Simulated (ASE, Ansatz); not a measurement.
# Electronic structure of generalised stacking fault on (110) of a KCl-RbCl solid solution (80 atoms)

Aim: energy, forces, charges and density of states of generalised stacking fault on (110) of a KCl-RbCl solid solution (80 atoms) at a fixed geometry.

Program: Ansatz 0.2.0. Level of theory: Kohn-Sham DFT, PBE, PAW (set soft_2), plane waves. Results are calculated unless marked as measured.

### 1. The starting structure

The cell holds 80 atoms: 13 Rb, 40 Cl and 27 K. Its edges and angles: a = 7.339 Å, b = 10.379 Å, c = 26.265 Å, α = 90.0°, β = 82.6°, γ = 90.0°. It derives from KCl and RbCl. CsCl-type KCl lattice (a = 3.6697 Å, the value set for the mixture), cell with z along [110], 2 x 2 x 5 periods; the third cell vector is tilted by 0.917 of [001] and lengthened by 0.1 Å, so the cell holds one fault; displaced by a Gaussian of 0.01 Å; 13 of 40 K sites given to Rb at random (lattice constant by Vegard's rule between KCl and RbCl).

Limits known from the start: The host structure and its lattice constant were typed by rule, without a check against the phase diagram.

### 2. Plane-wave single point

The electrons are solved once, with the atoms held.

Input file input.yaml:

```yaml
crystal:
  lattice:
    - [7.3394, 0.0, 0.0]
    - [0.0, 10.37948, 0.0]
    - [3.36387, 0.0, 26.0487]
  atoms:
    - { symbol: Rb, position: [0.54281, 0.00092, 0.99566] }
    - { symbol: Cl, position: [0.20389, 0.00062, 0.09925] }
    - { symbol: K, position: [0.04408, 0.99894, 0.99608] }
    - { symbol: Cl, position: [0.70565, 0.9991, 0.09992] }
    - { symbol: K, position: [0.54126, 0.49869, 0.99572] }
    - { symbol: Cl, position: [0.20599, 0.49817, 0.09923] }
    - { symbol: K, position: [0.04113, 0.49943, 0.99551] }
    - { symbol: Cl, position: [0.70746, 0.49891, 0.09929] }
    - { symbol: K, position: [0.95616, 0.25071, 0.09866] }
    - { symbol: Cl, position: [0.1601, 0.24935, 0.19882] }
    - { symbol: Rb, position: [0.45457, 0.24975, 0.0991] }
    - { symbol: Cl, position: [0.66052, 0.24953, 0.19853] }
    - { symbol: K, position: [0.91082, 0.99888, 0.19899] }
    - { symbol: Cl, position: [0.114, 0.00132, 0.29812] }
    - { symbol: Rb, position: [0.40862, 0.00078, 0.19902] }
    - { symbol: Cl, position: [0.61347, 0.99887, 0.29884] }
    - { symbol: K, position: [0.95302, 0.74814, 0.09963] }
    - { symbol: Cl, position: [0.15772, 0.75033, 0.19914] }
    - { symbol: K, position: [0.45616, 0.75142, 0.09866] }
    - { symbol: Cl, position: [0.66001, 0.74958, 0.1989] }
    - { symbol: K, position: [0.90845, 0.50196, 0.19937] }
    - { symbol: Cl, position: [0.11298, 0.49997, 0.29846] }
    - { symbol: K, position: [0.40897, 0.50155, 0.19845] }
    - { symbol: Cl, position: [0.6138, 0.49973, 0.29901] }
    - { symbol: K, position: [0.86147, 0.24855, 0.29879] }
    - { symbol: Cl, position: [0.06696, 0.25023, 0.39814] }
    - { symbol: K, position: [0.3644, 0.24952, 0.29866] }
    - { symbol: Cl, position: [0.56524, 0.25172, 0.39778] }
    - { symbol: Rb, position: [0.8149, 0.99859, 0.39799] }
    - { symbol: Cl, position: [0.0216, 0.00269, 0.49788] }
    - { symbol: Rb, position: [0.31441, 0.00218, 0.39826] }
    - { symbol: Cl, position: [0.52214, 0.99894, 0.49801] }
    - { symbol: K, position: [0.86342, 0.74991, 0.29759] }
    - { symbol: Cl, position: [0.06589, 0.75149, 0.3978] }
    - { symbol: Rb, position: [0.36321, 0.75012, 0.2985] }
    - { symbol: Cl, position: [0.56776, 0.7496, 0.39834] }
    - { symbol: K, position: [0.8183, 0.50076, 0.39757] }
    - { symbol: Cl, position: [0.01926, 0.49905, 0.49769] }
    - { symbol: K, position: [0.31836, 0.49924, 0.39807] }
    - { symbol: Cl, position: [0.52111, 0.50026, 0.49752] }
    - { symbol: Rb, position: [0.77207, 0.24981, 0.49807] }
    - { symbol: Cl, position: [0.97473, 0.24918, 0.5978] }
    - { symbol: K, position: [0.27265, 0.25017, 0.49754] }
    - { symbol: Cl, position: [0.47713, 0.24835, 0.59776] }
    - { symbol: K, position: [0.72707, 0.99892, 0.59714] }
    - { symbol: Cl, position: [0.93225, 0.99979, 0.6969] }
    - { symbol: K, position: [0.22953, 0.99889, 0.59774] }
    - { symbol: Cl, position: [0.42894, 0.00089, 0.6967] }
    - { symbol: K, position: [0.77366, 0.75044, 0.49765] }
    - { symbol: Cl, position: [0.9756, 0.74896, 0.59783] }
    - { symbol: K, position: [0.27451, 0.75048, 0.49779] }
    - { symbol: Cl, position: [0.47538, 0.74877, 0.59786] }
    - { symbol: K, position: [0.72602, 0.49884, 0.59711] }
    - { symbol: Cl, position: [0.93048, 0.4991, 0.69631] }
    - { symbol: Rb, position: [0.22646, 0.49942, 0.59705] }
    - { symbol: Cl, position: [0.42972, 0.50057, 0.69699] }
    - { symbol: Rb, position: [0.68117, 0.25001, 0.69702] }
    - { symbol: Cl, position: [0.88294, 0.24898, 0.79682] }
    - { symbol: K, position: [0.18038, 0.24964, 0.69698] }
    - { symbol: Cl, position: [0.38612, 0.25107, 0.79683] }
    - { symbol: K, position: [0.63617, 0.00029, 0.79629] }
    - { symbol: Cl, position: [0.83837, 0.9996, 0.89657] }
    - { symbol: K, position: [0.13639, 0.00109, 0.79594] }
    - { symbol: Cl, position: [0.3401, 0.00119, 0.896] }
    - { symbol: Rb, position: [0.6787, 0.74889, 0.69675] }
    - { symbol: Cl, position: [0.88207, 0.74988, 0.79577] }
    - { symbol: K, position: [0.18247, 0.74961, 0.69764] }
    - { symbol: Cl, position: [0.38532, 0.74917, 0.79655] }
    - { symbol: Rb, position: [0.63396, 0.50013, 0.79658] }
    - { symbol: Cl, position: [0.84125, 0.50137, 0.89549] }
    - { symbol: Rb, position: [0.13651, 0.50019, 0.79643] }
    - { symbol: Cl, position: [0.34113, 0.49923, 0.89666] }
    - { symbol: K, position: [0.58744, 0.24854, 0.89646] }
    - { symbol: Cl, position: [0.79451, 0.24951, 0.99587] }
    - { symbol: K, position: [0.09031, 0.24925, 0.89615] }
    - { symbol: Cl, position: [0.29265, 0.2492, 0.99604] }
    - { symbol: K, position: [0.59044, 0.74971, 0.89558] }
    - { symbol: Cl, position: [0.79263, 0.74949, 0.99572] }
    - { symbol: Rb, position: [0.0908, 0.75033, 0.89632] }
    - { symbol: Cl, position: [0.29593, 0.75161, 0.99571] }
kpoints:
  mp_grid: { grid: [2, 1, 1] }
hamiltonian:
  xc: pbe
scf:
  occupations: { method: gaussian, width: 0.025 }
output:
  forces: true
  stress: true
  populations: true
  dos:
    method: { smearing: { sigma: 0.15 } }
    de: 0.1
    projected: { site_lists: { Cl: [Cl], K: [K], Rb: [Rb] } }
  eigenvalues: true
  write_density: true
  write_potential: true
  volumetric_format: npy
```

On the command line:

```sh
ansatz run input.yaml --threads 8 --pin off --max-ram 15872MiB --backend cpu --events-out ev --progress --plain --runs-dir out
```

Numbers of over 12 decimals in the logs are rounded to 6 here.

Log:

```text
Engine: ansatz 0.2.0, aarch64-unknown-linux-gnu
Pseudopotentials: kind: paw
Pseudopotential: Rb, paw, valence charge 9, recommended cutoff 420 eV (normal), Rb.paw.azcp
Pseudopotential: Cl, paw, valence charge 7, recommended cutoff 420 eV (normal), Cl.paw.azcp
Pseudopotential: K, paw, valence charge 9, recommended cutoff 420 eV (normal), K.paw.azcp
Functional definition: PBE
  parameter kappa = 0.804
  parameter beta = 0.066725
  exchange = pbe_x(kappa = kappa, mu = beta*pi^2/3)
  correlation = pbe_c(beta = beta)
Crystal: 80 atoms, lattice volume = 1984.368 Å³
Basis set: ecut = 420 eV, 38787 PW (Γ), exchange–correlation on 100×144×360 points (8 copies of the dense FFT grid, shifted against one another)
Bands: 400, of which v1, the nominal top of the filled ones, is band 320 counted from 1 (319 counted from 0)
Symmetry: 1 space group operations
Space group: P1 (ITA 1), of the structure as read, at distance tolerance 1.3e-4 Å
k-points: 2
Non-local potential: Rb, projectors of the file, l = 0: 3, l = 1: 2, l = 2: 2
Non-local potential: Cl, projectors of the file, l = 0: 2, l = 1: 2, l = 2: 2
Non-local potential: K, projectors of the file, l = 0: 3, l = 1: 2, l = 2: 2
PAW form: soft (Blöchl's): semilocal exchange-correlation on the pseudo side does not see the compensation charge
PAW one-centre angular grid: Rb, 110 points (default); XC on 64 Gauss nodes
PAW one-centre angular grid: Cl, 110 points (default); XC on 64 Gauss nodes
PAW one-centre angular grid: K, 110 points (default); XC on 64 Gauss nodes
Initial density: superposition of atomic densities (neutral atoms: chi_scale 0, normalization atom), corrected by the library's trained network
Initial wavefunctions: pseudopotential atomic-orbital guess
Functional: x = pbe(κ = 0.804, μ = 0.219515), c = pbe(β = 0.066725)
SCF iter   1: F=—  HF=-127321.723873 eV  |F-HF|=—  |Δ(HF+E_count)|=         —  Δρ=4.25e-4  dr2=5.61e-3  ethr=1.77e-3  ⟨swp⟩=12.5  Hψ=4850  notcnv=0  defer=34
preconditioner: auto → Resta (q_TF=auto, 2.259 Å⁻¹)  ε∞=2.9  [insulator: Δε(μ)=5.564 eV  Ē_g=14.337 eV  σ=0.025 eV  W_gap=1.00  n_scr=394 (ndim 8)  ℏωp=19.7 eV  f_vac=0.000  D(μ)=0.00/eV (n_scr^D=0)  ε∞_Penn≈2.9]
SCF iter   2: F=—  HF=-127321.702594 eV  |F-HF|=—  |Δ(HF+E_count)|=   2.13e-2  Δρ=1.90e-4  dr2=1.18e-3  ethr=8.77e-7  ⟨swp⟩=3.0  Hψ=1926  notcnv=0  defer=65
SCF iter   3: F=—  HF=-127321.702285 eV  |F-HF|=—  |Δ(HF+E_count)|=   3.09e-4  Δρ=7.20e-5  dr2=1.09e-4  ethr=1.84e-7  ⟨swp⟩=2.0  Hψ=1215  notcnv=0  defer=65
SCF iter   4: F=—  HF=-127321.702277 eV  |F-HF|=—  |Δ(HF+E_count)|=   7.97e-6  Δρ=2.54e-5  dr2=1.68e-5  ethr=1.70e-8  ⟨swp⟩=3.0  Hψ=1452  notcnv=0  defer=65
SCF iter   5: F=—  HF=-127321.701083 eV  |F-HF|=—  |Δ(HF+E_count)|=   1.19e-3  Δρ=4.43e-6  dr2=3.71e-7  ethr=2.62e-9  ⟨swp⟩=2.0  Hψ=1214  notcnv=0  defer=65
SCF iter   6: F=-127321.701083 eV  HF=-127321.701083 eV  |F-HF|=1.82e-9  |Δ(HF+E_count)|=   2.64e-7  Δρ=1.01e-6  dr2=2.64e-8  ethr=1.56e-11  ⟨swp⟩=17.5  Hψ=7052  notcnv=0
SCF 1 converged in 6 iterations: F = -127321.701083 eV  dr2 = 2.64e-8
  greatest PAW one-centre occupation: 0.987 electrons in one spin orbital (limit 2), on the K atom at site 12 (counted from 0), in its partial waves of l = 0
SCF converged after 6 iterations
Free energy (F): -127321.701083 eV
Harris-Foulkes:  -127321.701083 eV  (|F-HF|=1.82e-9)
Internal energy: -127321.701083 eV  (E = F + TS)
E sigma→0 (E₀):  -127321.701083 eV
Fermi energy:    6.465449 eV
--- Per-component energies (eV) ---
  E_band       = -3492.089248
  E_kinetic    = 15934.072647
  E_local      = -27104.011121  (includes V_loc(G=0)·N_el)
  E_nonlocal   = 3738.440529
  E_hartree    = 8146.217643
  E_xc         = -9708.096251
  E_vxc        = -11214.315641  (∫ρ·V_xc dr)
  E_paw        = -81519.950395  (= ΣΔE_a)
  E_vpaw       = -1138.713179  (= ΣTr[D̂ρ^β])
  E_aug_tail   = 0.003471  (compensation charges beyond the density's cutoff)
  E_ewald      = -36808.377607
  E_smearing   = -0.000000  (= −TS)
  E_closure    = -0.000000  (closes the sum)
  Σ components = -127321.701083   (vs F -127321.701083, Δ=0.00e0)
--- Forces (eV/Å), atoms counted from 1 ---
  atom   1  Rb    -0.05251555    -0.03023392     0.10255955
  atom   2  Cl    -0.15203601    -0.16193445    -0.13849747
  atom   3  K     -0.06654026     0.01500368     0.05143631
  atom   4  Cl     0.30751835    -0.12091990    -0.06791791
  atom   5  K     -0.01106721     0.03250924     0.04201322
  atom   6  Cl    -0.04675474     0.20185710    -0.08044623
  atom   7  K     -0.01705171     0.01004707     0.06558033
  atom   8  Cl     0.08798634     0.15900092    -0.07883665
  atom   9  K      0.03662720    -0.02571894     0.01011578
  atom  10  Cl    -0.19258752     0.17247793     0.12949948
  atom  11  Rb     0.14419807     0.00448327    -0.04435814
  atom  12  Cl     0.17850960     0.14903219     0.15398289
  atom  13  K     -0.02886694     0.04636334    -0.01994482
  atom  14  Cl    -0.19961422     0.09190450    -0.08362527
[...]
atom  79  Rb    -0.02325540     0.02203323    -0.01023937
  atom  80  Cl    -0.09655178    -0.18698817     0.17838265
  max |Σ_I F_I| component: 5.27e-5 eV/Å
--- Stress (GPa, compression-positive) ---
        4.978109       0.007805       0.113272
        0.007805       4.858112      -0.000450
        0.113272      -0.000450       4.802767
  P = ⅓ Tr σ = 4.8797 GPa (48.797 kbar)
--- Band table (eV) ---
  k-point 0: bands = ["-24.1887", "-24.1754", "-24.1702", "-24.1673", [... 384 levels ...], "12.1466", "12.1522", "12.1599", "12.1626", "12.1717", "12.2088", "12.2154", "12.2572", "12.2605", "12.2805", "12.2875", "12.2925"]
  k-point 1: bands = ["-24.1825", "-24.1696", "-24.1690", "-24.1660", [... 384 levels ...], "12.0843", "12.1069", "12.1215", "12.1511", "12.1844", "12.2254", "12.2371", "12.2434", "12.2804", "12.3043", "12.3208", "12.3420"]
--- Löwdin populations: 80 sites ---
  site symbol       q [e]
     0     Rb      8.1996
     1     Cl      7.6991
     2      K      8.2497
[...]
79     Cl      7.6992
  spilling = 0.004340 (of n_electrons = 640.000000)
```

It took 41 s on 8 threads of Arm Neoverse V2, shared host; peak memory 6.8 GiB; 5.2 min of CPU time.

Read from the output:

| Item | Value |
| --- | --- |
| free energy | -127321.7011 eV |
| free energy per atom | -1591.5213 eV/atom |
| SCF cycles | 6 |
| pressure | 4.88 GPa |
| r.m.s. force component | 0.1033 eV/Å |
| longest force | 0.3607 eV/Å |
| Fermi energy | 6.465 eV |
| gap (highest filled to lowest empty level) | 5.579 eV |
| spilling of the projection | 0.00434 |

Length of the force by element:

| element | coordination | atoms | mean length of the force (eV/Å) | spread | least | most |
| --- | --- | --- | --- | --- | --- | --- |
| Cl | all | 40 | 0.237 | 0.0658 | 0.123 | 0.361 |
| K | all | 27 | 0.0507 | 0.0227 | 0.0072 | 0.105 |
| Rb | all | 13 | 0.0639 | 0.035 | 0.0238 | 0.151 |

Löwdin charges by element (they lack the spilled electrons, 0.035 e an atom on average):

| element | coordination | atoms | mean charge (e) | spread | least | most |
| --- | --- | --- | --- | --- | --- | --- |
| Cl | all | 40 | -0.699 | 6.0e-4 | -0.701 | -0.698 |
| K | all | 27 | 0.755 | 0.006 | 0.742 | 0.764 |
| Rb | all | 13 | 0.797 | 0.0048 | 0.787 | 0.804 |

Density of states as counts of states in windows of 1 eV (from the Fermi level), total and the larger projections:

| from (eV) | to (eV) | total | Cl p | K s |
| --- | --- | --- | --- | --- |
| -10 | -6 | 0.0 | 0.0 | 0.0 |
| -6 | -5 | 0.9 | 0.7 | 0.1 |
| -5 | -4 | 85.0 | 78.9 | 2.5 |
| -4 | -3 | 136.7 | 132.1 | 0.8 |
| -3 | -2 | 17.5 | 17.3 | 0.0 |
| -2 | 2 | 0.0 | 0.0 | 0.0 |
| 2 | 3 | 1.0 | 0.0 | 0.5 |
| 3 | 4 | 18.0 | 0.2 | 4.7 |
| 4 | 5 | 65.8 | 1.6 | 13.0 |

Between -26 and -10 eV lie 320 more states.

The stored curve holds about 560 of the 640 electrons; the rest, give or take the few that broadening carries across the Fermi level, lie in deeper levels below its range.

The levels nearest the highest filled one (over half full), pooled over k-points and spins:

| level less the highest filled one (eV) | occupation |
| --- | --- |
| -0.126 | 2 |
| -0.0584 | 2 |
| -0.048 | 2 |
| -0.0141 | 2 |
| -0.012 | 2 |
| 0 | 2 |
| 5.58 | 0 |
| 6.07 | 0 |
| 6.12 | 0 |
| 6.24 | 0 |
| 6.25 | 0 |
| 6.26 | 0 |

Valence density in the ca plane at fractional y = 0.000, with atoms of Rb and Cl and K within 0.2 Å of it. It is the smooth field of the valence electrons, not physical close to the nuclei.

Ten even steps from '0' (0.0 e/Å³) to '9' (4.2 e/Å³), each cell a mean:
```
10000023332000000000231320000000000111000024
33200001221000000000231330000000001333200001
44410000000000110000133320000000002312310000
33420000000002453000011110000000001322310000
44420000000004897200000000001110001233210000
23210000000004898300000000014641000011100000
00000001100002575200000000038983000000000012
00000023320000121000000000027994000000000134
00000133231000000000011100013652000000000243
00000132132000000000133210000110000000000144
10000023332000000000232320000000000121000024
33100001221000000000231330000000001333200001
44410000000000110000133320000000002312310000
33420000000002453100012110000000001322310000
44420000000004897200000000001110001233210000
23210000000003898300000000014641000011100000
00000001100001575200000000038983000000000012
00000023320000121000000000027994000000000147
00000133231000000000011100013652000000000169
00000132032000000000133310000110000000000159
```
Columns run along c (16.0 Å, from fractional 0.39 to 1.00 of the cell), rows up along a (7.3 Å). Atoms in or near the plane, at fractional coordinates: Rb at (0.00, 0.54), K at (0.00, 0.04), Rb at (0.40, 0.81), Cl at (0.50, 0.02), Rb at (0.40, 0.31), Cl at (0.50, 0.52), K at (0.60, 0.73), Cl at (0.70, 0.93), K at (0.60, 0.23), Cl at (0.70, 0.43), K at (0.80, 0.64), Cl at (0.90, 0.84), K at (0.80, 0.14), Cl at (0.90, 0.34).

Electrostatic potential energy in the ca plane at fractional y = 0.000, with atoms of Rb and Cl and K within 0.2 Å of it. With pseudopotentials it is smooth inside the atoms' cores, unlike the true potential.

Ten even steps from '0' (-50 eV) to '9' (10 eV), each cell a mean:
```
88899972137999999999510169999999999878999864
23689997679999999999610159999999998423799988
00179999999998778999842379999999997200489999
00058999999986445899987799999999997300389999
00168999999984112699999999987789999633699999
43589999999984112589999999974347999988999998
88899999999997323689999999852115899999999875
99999974479998767899999999862114899999999720
99999841037999989999988999985336899999998600
99999940016999999999743589998778999999999610
88899963137999999999510169999999999878999851
23689997679999999999610159999999998423799987
00279999999998878999842369999999997200489999
00058999999986435899987799999999997200389999
00168999999984112689999999987789999633699999
43589999999985111589999999974347999988999998
88899998899997423689999999852115899999999876
99999974479998767899999999862114899999999742
99999841037999999999988999985336899999999731
99999840016999999999743589998778999999999731
```
Columns run along c (16.0 Å, from fractional 0.39 to 1.00 of the cell; values clipped at the 3rd and 97th percentile), rows up along a (7.3 Å). Atoms in or near the plane, at fractional coordinates: Rb at (0.00, 0.54), K at (0.00, 0.04), Rb at (0.40, 0.81), Cl at (0.50, 0.02), Rb at (0.40, 0.31), Cl at (0.50, 0.52), K at (0.60, 0.73), Cl at (0.70, 0.93), K at (0.60, 0.23), Cl at (0.70, 0.43), K at (0.80, 0.64), Cl at (0.90, 0.84), K at (0.80, 0.14), Cl at (0.90, 0.34).

Mean Löwdin charges: Cl -0.70, K +0.76, Rb +0.80 e (they miss 0.43 % of the electrons, so they add up to more than the cell's charge). The largest share in the top eV of filled states is Cl p (98 % of the projected weight), and in the lowest eV of empty states K s (65 % of the projected weight).

(Part 1 of 2 ends here.)

[Logs are printed without paths, hosts, clocks, repeated set-up lines and the standing remarks that a program may print on its own settings, such as how far it seeks lower states.]

[Hosts, paths, dates, database ids (printed as entryN), source tags and the programs' standing remarks are cut or masked in the printed files.]
